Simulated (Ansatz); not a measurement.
# Lu (simple hexagonal type): the cost of one run

Program: Ansatz 0.2.0. Level of theory: DFT PBE, with the methods named in each step. These are calculated values, not measurements.

## (1) The system as given

Symmetry: P6/mmm, No. 191, hexagonal system. The conventional cell has a = 3.308 Å, b = 3.308 Å, c = 3.272 Å, α = 90.00°, β = 90.00°, γ = 120.00°. Around Lu (site symmetry 6/mmm) lie 8 Lu at 3.27 to 3.31 Å.

Structure file:

```
CELL_PARAMETERS angstrom
3.30828 0.00000 0.00000
-1.65414 2.86506 0.00000
0.00000 0.00000 3.27158
ATOMIC_POSITIONS crystal
Lu 0.00000 0.00000 0.00000
```

Whether this phase is the stable one at these pressures isn't tested.

## (2) The reference volume, LAPW

input.yaml

```yaml
crystal:
  lattice:
    - [3.3082811502, 0.0, 0.0]
    - [-1.6541405751, 2.8650555189, 0.0]
    - [0.0, 0.0, 3.2715756911]
  atoms:
    - { symbol: Lu, position: [0.0, 0.0, 0.0] }
kpoints:
  mp_grid: { grid: [13, 13, 12] }
  band_path:
    path:
      - [0.0, 0.0, 0.0]
      - [0.5, 0.0, 0.0]
      - [0.3333333333, 0.3333333333, 0.0]
      - [0.0, 0.0, 0.0]
      - [0.0, 0.0, 0.5]
      - [0.5, 0.0, 0.5]
      - [0.3333333333, 0.3333333333, 0.5]
      - [0.0, 0.0, 0.5]
      - [0.5, 0.0, 0.5]
    npoints: 14
scf:
  occupations: { method: fermi_dirac, width: 0.08 }
hamiltonian:
  xc: pbe
  pseudopotentials: { kind: all_electron, lapw: { basis_error: 0.001 } }
output:
  forces: true
  stress: true
  eigenvalues: true
  populations: true
  dos: { projected: true, de: 0.2, e_range: [-14, 8] }
```

The run is started by

```bash
$ ansatz run input.yaml --threads 1 --pin off --max-ram 2048MiB --backend cpu --events-out ev --progress --plain --runs-dir out
```

Q: Estimate wall time and peak memory on 1 thread of Arm Neoverse V1, shared host.

About 21 s, with a peak of 0.35 GiB.
